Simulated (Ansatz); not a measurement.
Compressing Te: a fit and a missing row

Te, P3_221, a = 4.318 Å, c = 5.967 Å. Ansatz: PBE+D3(BJ), PAW, 420 eV, Γ-centred 12×12×8 mesh on 3 atoms, Gaussian smearing 0.10 eV; no spin polarisation. Shape and atoms are relaxed at each volume; pressure is positive in compression.

| V (Å³/atom) | P (GPa) |
| --- | --- |
| 28.263 | ? |
| 29.226 | 4.20 |
| 30.190 | 2.53 |
| 31.153 | 1.14 |
| 32.117 | -0.01 |
| 33.080 | -0.89 |
| 34.044 | -1.54 |
| 35.329 | -2.14 |

Take V0 = 32.117 Å³/atom, count pressures from its P0 = -0.01 GPa, fit the third-order Birch–Murnaghan form to the other rows, and predict the missing pressure.

With the Eulerian strain f = ½[(V0/V)^(2/3) − 1] and y = (P − P0)/[3f(1 + 2f)^(5/2)], the form is the line y = B0 + 1.5 B0 (B0′ − 4) f. Rows (f, y): 0.03245, 37.0; 0.02106, 36.3; 0.01026, 35.5; -0.00975, 31.6; -0.01905, 29.5; -0.03078, 27.0. Means f = 0.0006983, y = 32.817; Σ(Δf)² = 0.003004, ΣΔfΔy = 0.4907; the slope is their ratio. y = 32.70 + 163.3 f GPa, so B0 = 32.7 GPa and B0′ = 4 + 2 × (163.3)/(3 × 32.70) = 7.33. At V = 28.263, f = 0.04448, y = 39.96 and P = 6.59 GPa. The run gave 6.15 GPa, so the fit is 0.44 GPa too high, 5.3 % of the span of the series, against an rms of 0.06 GPa on the fitted rows. The row lies outside the fitted range. The points of y bend away from a line: a fourth-order term fitted to them gives P = 6.18 GPa at this row's volume (the line 6.59, the run 6.15).